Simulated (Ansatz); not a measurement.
# Si: the cost of one run

Program: Ansatz 0.2.0. Level of theory: DFT PBE+D3(BJ), scalar-relativistic, plane waves, PAW. These are calculated values, not measurements.

29 further runs of the same task are left out: 29 set aside as unsound or not needed.

## 1. The starting structure

It takes space group P6/mmm (No. 191, hexagonal). Conventional cell: a = 3.854 Å, b = 3.854 Å, c = 28.000 Å, α = 90.00°, β = 90.00°, γ = 120.00°. Si (site symmetry -6m2) has 3 Si at 2.23 Å as nearest neighbours.

As a file:

```
CELL_PARAMETERS angstrom
3.85400 0.00000 0.00000
-1.92700 3.33766 0.00000
0.00000 0.00000 28.00000
ATOMIC_POSITIONS crystal
Si 0.33333 0.66667 0.50000
Si 0.66667 0.33333 0.50000
```

This is the geometry of the first run shown, built on a cell relaxed beforehand with the same method.

## 2. Plan of the line

Atoms count from 1 in the order of the input.

The lattice constant and the buckling of a sheet are varied, nothing relaxed.

The axes are (1) lattice constant a of the sheet (both vectors scaled alike): 8 values from 3.607 to 4.040 Å; (2) buckling: height of Si1 above Si2: 8 values from 0.000 to 1.000 Å.

Nothing else is relaxed. Points are written as (first, second).

## 3. Point (3.854 Å, 0.000 Å)

The sheet is isolated along c: the input cuts the Coulomb interaction between periodic copies.

input.yaml

```yaml
crystal:
  lattice:
    - [3.854, 0.0, 0.0]
    - [-1.927, 3.3376619062, 0.0]
    - [0.0, 0.0, 28.0]
  atoms:
    - { symbol: Si, position: [0.3333333333, 0.6666666667, 0.5] }
    - { symbol: Si, position: [0.6666666667, 0.3333333333, 0.5] }
  periodic: [true, true, false]
basis:
  ecutwfc: 420
kpoints:
  mp_grid: { grid: [15, 15, 1] }
hamiltonian:
  xc: pbe
  dispersion: d3bj
scf:
  occupations: { method: gaussian, width: 0.1 }
output:
  forces: true
  stress: true
  eigenvalues: true
```

Started as:

```sh
> ansatz run input.yaml --threads 1 --pin off --max-ram 3072MiB --backend cpu --events-out ev --progress --plain --runs-dir out
```

What time and memory should one allow on 1 thread of Arm Neoverse V1, shared host?

About 7 s, with a peak of 0.47 GiB.
